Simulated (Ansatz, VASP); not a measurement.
**WC in VASP and in Ansatz**

```
W C
1.0
     0.00000    2.17315    2.17315
     2.17315    0.00000    2.17315
     2.17315    2.17315    0.00000
W C
1 1
Direct
  0.00000 0.00000 0.00000
  0.50000 0.50000 0.50000
```

Alike in both runs: functional PBEsol; k mesh 11 × 11 × 11; occupations fermi-dirac, width 0.1 eV; no spin polarisation.

Ansatz relaxed the structure, and its values are those at the end. VASP's run is a single point on that final structure, the one shown.

|  | VASP | Ansatz |
| --- | --- | --- |
| version | VASP 6.6.1 | Ansatz 0.2.0 |
| potentials or method | VASP PAW PBE potentials, release 64 (W_sv, C) | plane waves, PAW |
| plane-wave cutoff (eV) | 520 | 517 |
| valence electrons in the cell | 18 | 18 |

Ansatz gave:

| Property | Result |
| --- | --- |
| pressure (GPa) | 0.0 |

Which values does VASP return?

Pressure (GPa): 1.1.

Ansatz warned: «stress_scf_threshold_loose».

Caveats: the PAW data sets were made with another functional, which shifts forces and pressure a little (VASP). The runs have no spin-orbit coupling, so splittings on W are missing.
